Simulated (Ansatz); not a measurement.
**In: distorted cells**

These are results of DFT PBE, scalar-relativistic, plane waves, PAW in Ansatz 0.2.0, not measurements.

Settings: cutoff 420 eV, Γ-centred mesh 12×12×4 on the computed 4-atom cell, Gaussian smearing of 0.10 eV; no spin polarisation.

Reference cell:

```xyz
4
Lattice="3.3638 0.0000 0.0000 -1.6819 2.9132 0.0000 0.0000 0.0000 10.7997" Properties=species:S:1:pos:R:3 pbc="T T T"
In    0.0000    0.0000    0.0000
In    0.0000    1.9421    2.6999
In    0.0000    0.0000    5.3999
In    1.6819    0.9711    8.0998
```

Each variant moves atoms of this cell by the vectors given, if any (Å), and then applies a symmetric strain (tensor components, Cartesian axes). The reference cell isn't relaxed at this level. Energies are per atom at zero smearing, counted from the lowest variant. Pressure is positive in compression.

1. strain (xx yy zz yz xz xy, %) -1.06 -1.06 -4.06 0.00 0.00 0.00; moves: In1 (0.000, 0.000, -0.212); In3 (0.000, 0.000, 0.212)
2. strain (xx yy zz yz xz xy, %) 3.54 6.19 3.82 -0.76 0.84 -2.00; moves: In1 (-0.106, -0.068, 0.038); In2 (0.099, 0.047, 0.058); In3 (-0.093, -0.068, 0.056); In4 (0.100, 0.089, -0.152)
3. strain (xx yy zz yz xz xy, %) -1.11 -0.69 -3.90 -0.55 -0.09 -1.15; moves: In1 (-0.017, 0.022, 0.025); In2 (0.149, 0.063, 0.098); In3 (0.029, -0.111, -0.010); In4 (-0.162, 0.026, -0.113)
4. no strain; moves: In1 (0.000, 0.090, 0.000)

Task: Order the variants by energy, lowest first.

Result: 4 (0.0 meV/atom), 2 (31.3 meV/atom), 3 (44.8 meV/atom), 1 (71.4 meV/atom).

Task: Order them by pressure, highest first.

Result: 1 (5.73 GPa), 3 (4.86 GPa), 4 (1.54 GPa), 2 (-2.27 GPa).

This form isn't the element's structure at ambient conditions.